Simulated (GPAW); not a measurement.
# BN (P6_3/mmc) in GPAW: single point with PBE

Aim: the single point of BN with PBE.

All numbers are computed with GPAW 26.7.0; they aren't measurements. Logs are shortened: lines on timing, memory, paths and dates and some standing lists are left out, and cuts for length are marked. The log counts tension as positive stress, the text compression.

### 1 The structure

Symmetry: P6_3/mmc, No. 194, hexagonal system. Conventional cell: a = 2.498 Å, b = 2.498 Å, c = 6.636 Å, α = 90.00°, β = 90.00°, γ = 120.00°. N (site symmetry -6m2) is surrounded by 3 B at 1.44 Å. B (site symmetry -6m2) has 3 N at 1.44 Å as nearest neighbours.

### 2 Single point, PBE

File run.py:

```python
from ase.dft.bandgap import bandgap
from ase.io import read, write
from ase.units import GPa
from gpaw import GPAW, PW

atoms = read('BN.cif')

calc = GPAW(mode=PW(400),
            xc='PBE',
            kpts={'size': (9, 9, 3), 'gamma': True},
            occupations={'name': 'fermi-dirac', 'width': 0.05},
            nbands=18,
            convergence={'density': 1e-05, 'energy': 1e-05},
            maxiter=100,
            txt='gpaw.txt')
atoms.calc = calc
energy = atoms.get_potential_energy()
forces = atoms.get_forces()
stress = atoms.get_stress()
calc.write('gs.gpw')
write('result.traj', atoms)
print(f'Energy: {energy:.6f} eV')
print('Forces (eV/A):')
print(forces.round(4))
print('Stress (GPa):', (stress / GPa).round(3))
print('Fermi level:', round(calc.get_fermi_level(), 4), 'eV')
print(f'Gap: {bandgap(calc)[0]:.4f} eV, direct: {bandgap(calc, direct=True)[0]:.4f} eV')
```

File BN.cif:

```cif
data_BN
_cell_length_a 2.49824000
_cell_length_b 2.49824000
_cell_length_c 6.63570000
_cell_angle_alpha 90.00000000
_cell_angle_beta 90.00000000
_cell_angle_gamma 120.00000000
_space_group_name_H-M_alt 'P1'
_space_group_name_Hall 'P 1'
_space_group_IT_number 1
loop_
_space_group_symop_operation_xyz
'x,y,z'
loop_
_atom_site_label
_atom_site_type_symbol
_atom_site_symmetry_multiplicity
_atom_site_Wyckoff_symbol
_atom_site_fract_x
_atom_site_fract_y
_atom_site_fract_z
_atom_site_occupancy
N1 N 1 a 0.6666666667 0.3333333333 0.2500000000 1
N2 N 1 a 0.3333333333 0.6666666667 0.7500000000 1
B1 B 1 a 0.6666666667 0.3333333333 0.7500000000 1
B2 B 1 a 0.3333333333 0.6666666667 0.2500000000 1
```

Potentials or basis: GPAW PAW data sets (gpaw-data 1.2.1), pw.

Started as:

```console
> OMP_NUM_THREADS=1 python run.py
```

gpaw.txt:

```text
__  _  _
 | _ |_)|_||  |
 |__||  | ||/\| - 26.7.0

Input parameters:
  mode=PW(ecut=400.0),
  convergence={'density': 1e-05, 'energy': 1e-05},
  kpts=MonkhorstPack(size=(9, 9, 3), gamma=True),
  maxiter=100,
  nbands=18,
  occupations=Occupations(name='fermi-dirac', width=0.05),
  xc=XC(name='PBE')

Diagonalizing LCAO Hamiltonian
Converting LCAO to pw mode

        N B

        B N

Atoms  # Å, Bohr magnetons
|   | symbol |         x |        y |        z |    initial magnetic moments |
|---|--------|-----------|----------|----------|-----------------------------|
| 0 |      N |  1.249120 | 0.721180 | 1.658925 | ( 0.0000,  0.0000,  0.0000) |
| 1 |      N | -0.000000 | 1.442360 | 4.976775 | ( 0.0000,  0.0000,  0.0000) |
| 2 |      B |  1.249120 | 0.721180 | 4.976775 | ( 0.0000,  0.0000,  0.0000) |
| 3 |      B | -0.000000 | 1.442360 | 1.658925 | ( 0.0000,  0.0000,  0.0000) |

Unit cell  # Å
| periodic |         x |        y |        z |  lengths |     angles |
|----------|-----------|----------|----------|----------|------------|
|      yes |  2.498240 | 0.000000 | 0.000000 | 2.498240 |  90.000000 |
|      yes | -1.249120 | 2.163539 | 0.000000 | 2.498240 |  90.000000 |
|      yes |  0.000000 | 0.000000 | 6.635700 | 6.635700 | 120.000000 |

Number of symmetries: 12
Symmetry operations  # r_c * U_cc + t_c -> r_c
|    | kind |            matrix            |
|----|------|------------------------------|
|  0 |  σ   |  1, 1, 0,  0,-1, 0,  0, 0, 1 |
|  1 |  S6  |  1, 1, 0, -1, 0, 0,  0, 0,-1 |
|  2 |  E   |  1, 0, 0,  0, 1, 0,  0, 0, 1 |
|  3 |  C2  |  1, 0, 0, -1,-1, 0,  0, 0,-1 |
|  4 |  C2  |  0, 1, 0,  1, 0, 0,  0, 0,-1 |
|  5 |  C3  |  0, 1, 0, -1,-1, 0,  0, 0, 1 |
|  6 |  S6  |  0,-1, 0,  1, 1, 0,  0, 0,-1 |
|  7 |  σ   |  0,-1, 0, -1, 0, 0,  0, 0, 1 |
|  8 |  σ   | -1, 0, 0,  1, 1, 0,  0, 0, 1 |
|  9 |  i   | -1, 0, 0,  0,-1, 0,  0, 0,-1 |
| 10 |  C3  | -1,-1, 0,  1, 0, 0,  0, 0, 1 |
| 11 |  C2  | -1,-1, 0,  0, 1, 0,  0, 0,-1 |

BZ-sampling:
  Number of BZ points: 243
  Number of IBZ points: 31

  Monkhorst-Pack size: [9, 9, 3]
  Monkhorst-Pack shift: [0, 0, 0]

K-points  # in reciprocal-cell coordinates
|     |                                coordinates |     weight |
|-----|--------------------------------------------|------------|
|   0 | (  0.00000000,   0.00000000,   0.00000000) | 0.00411523 |
|   1 | (  0.00000000,   0.00000000,   0.33333333) | 0.00823045 |
|   2 | (  0.11111111,   0.00000000,  -0.33333333) | 0.02469136 |
|   3 | (  0.11111111,   0.00000000,   0.00000000) | 0.02469136 |
|   4 | (  0.11111111,   0.00000000,   0.33333333) | 0.02469136 |
|   5 | (  0.22222222,  -0.11111111,   0.00000000) | 0.02469136 |
|   6 | (  0.22222222,  -0.11111111,   0.33333333) | 0.04938272 |
|   7 | (  0.22222222,   0.00000000,  -0.33333333) | 0.02469136 |
|   8 | (  0.22222222,   0.00000000,   0.00000000) | 0.02469136 |
|   9 | (  0.22222222,   0.00000000,   0.33333333) | 0.02469136 |
| ... |                                            |            |
|  30 | (  0.44444444,   0.44444444,   0.33333333) | 0.04938272 |

Plane wave coefficients: 660
Cutoff: 400.0 eV

Spin-components: 1 (collinear spins)
Bands:           18
Projectors:      20
Spin-degeneracy: 2
Datatype:        complex128

Parallelization:
  kpt:    1
  domain: 1
  band:   1

Density:
  Valence electrons: 16.0
  Components: 1
  Grid points: [12 12 32]
  Charge: 0.0  # |e|

Potential:
  Grid points: [12 12 32]

species:
  N:
    name:    Nitrogen
    Z:       7.0
    valence: 5
    core:    2
    charge:  0.0  # [|e|]
    compensation charges:
      type: gauss
      rc: 0.18  # [Å]
      lmax: 2
    cutoffs:
      filter: 1.11  # [Å]
      core: 0.96  # [Å]
    projectors
    | kind |    occ | energy [eV] | rcut [Å] |
    |------|--------|-------------|----------|
    |   2s |  2.000 |     -18.583 |    0.603 |
    |   2p |  3.000 |      -7.089 |    0.529 |
    |    s |        |       8.629 |    0.603 |
    |    p |        |      20.123 |    0.529 |
    |    d |        |       0.000 |    0.577 |

    Using partial waves for N as LCAO basis

  B:
    name:    Boron
    Z:       5.0
    valence: 3
    core:    2
    charge:  0.0  # [|e|]
    compensation charges:
      type: gauss
      rc: 0.20  # [Å]
      lmax: 2
    cutoffs:
      filter: 1.14  # [Å]
      core: 1.38  # [Å]
    projectors
    | kind |    occ | energy [eV] | rcut [Å] |
    |------|--------|-------------|----------|
    |   2s |  2.000 |      -9.443 |    0.635 |
    |   2p |  1.000 |      -3.606 |    0.635 |
    |    s |        |      17.768 |    0.635 |
    |    p |        |      23.605 |    0.635 |
    |    d |        |       0.000 |    0.635 |

    Using partial waves for B as LCAO basis

Reference energy: -4302.422143  # eV

eigensolver:
  PPCG
  Converge bands: occupied
  niter=2

density mixing:
  MSR1-Mixer
  Pratt-step length: 0.05
  Maximum mixing coefficient: 0.75
  Old densities: 10
  SVD Regularization: 0.005
  Good broyden scale: 1.0
  Trust region scale: 1.0
  Backstep threshold: 4.0
  History deletion threshold: 6.0
  Fourier metric: weight=20.0, sigma=0.015

occupation numbers:
  Fermi-Dirac:
    width: 0.0500  # eV

poisson solver:
  ecut: 3200.0  # eV

xc functional:
  name: PBE with 2 nearest neighbor stencil

convergence criteria:
- Maximum integral of absolute [dens]ity change: 1e-05 electrons / valence electron
- Maximum [total energy] change in last 3 cyles: 1e-05 eV / valence electron
- Maximum integral of absolute [eigenst]ate change: 4e-08 eV^2 / valence electron
maximum number of iterations: 100

SCF iterations
|iter     | |      energy | eigst |  dens |
|---------|-|-------------|-------|-------|
|iter:   1| |  -33.529186 | +0.44 |       |
|iter:   2| |  -33.109596 | -1.50 | -0.69 |
|iter:   3| |  -31.264100 | -0.94 | -0.73 |
|iter:   4| |  -31.225320 | -2.42 | -1.36 |
|iter:   5| |  -31.222737 | -3.19 | -1.74 |
|iter:   6| |  -31.222919 | -4.61 | -2.36 |
|iter:   7| |  -31.222924 | -6.44 | -3.42 |
|iter:   8| |  -31.222925c| -7.58c| -3.87 |
|iter:   9| |  -31.222925c| -7.76c| -4.60 |
|iter:  10| |  -31.222925c| -8.77c| -5.41c|

Converged in 10 steps
Energy contributions relative to reference atoms: (reference = -4302.422143)

Energy contributions:
  Kinetic:          18.910163
  Coulomb:         -16.036417
  Zero:             -0.138008
  External:          0.000000
  Xc:              -33.958663
  Entropy:          -0.000000
  Spinorbit:         0.000000
  ----------------------------
  Free energy:     -31.222925
  Extrapolated:    -31.222925

dipole moment: (0.000000, 0.000000, 0.000001)  # |e|*Ang

Fermi level: 5.192
Eigenvalues  # (at kpt = [0.000, 0.000, 0.000])
| band index |      eig [eV] | occ [0-2] |
|------------|---------------|-----------|
|          0 |       -13.998 |     2.000 |
|          1 |       -13.714 |     2.000 |
|          2 |        -2.141 |     2.000 |
|          3 |         0.048 |     2.000 |
|          4 |         2.946 |     2.000 |
|          5 |         2.947 |     2.000 |
[... 8 lines left out ...]
|         14 |        16.201 |     0.000 |
|         15 |        17.472 |     0.000 |
|        ... |               |           |
|         17 |        20.852 |     0.000 |

Gap: 4.352 eV
Transition (v -> c):
  (s=0, k=17, n=7, [0.33, 0.33, 0.33]) -> (s=0, k=29, n=8, [0.44, 0.44, 0.00])
Direct/indirect transitions are different
Direct gap: 4.607 eV
Transition at: (s=0, k=29, n=7, [0.44, 0.44, 0.00])

Forces  # eV/Ang
|        x |        y |        z |
|----------|----------|----------|
| -0.00000 |  0.00000 | -0.00008 |  # N    0
|  0.00000 | -0.00000 |  0.00008 |  # N    1
|  0.00000 | -0.00000 |  0.00001 |  # B    2
|  0.00000 |  0.00000 | -0.00001 |  # B    3

Stress tensor  # eV/Ang^3
|         x |         y |        z |
|-----------|-----------|----------|
|  0.261324 | -0.000000 | 0.000000 |
| -0.000000 |  0.261324 | 0.000000 |
|  0.000000 | -0.000000 | 0.310166 |

# Writing to gs.gpw (mode='')
```

Wall time 8 s (1 thread of Arm Neoverse V1, shared host); peak memory 0.13 GiB.

These settings aren't checked as converged: the numbers below hold their error.

Results:

```yaml
Free_energy: -31.2229 eV
Pressure: -44.5 GPa
Band_gap_on_the_k_mesh: 4.35 eV, indirect (least direct gap 4.61 eV)
```

Caveat: the cutoff is short for stress and forces, so pressures can be off by a GPa or more; a pressure of tens of GPa on the cell as given is suspect, and the run, the potentials or the cell itself is likely at fault; an odd mesh through Γ misses points on the zone boundary, where band edges often lie; this functional lacks dispersion, which binds the layers, so the pressure and a relaxed spacing across them are unreliable.
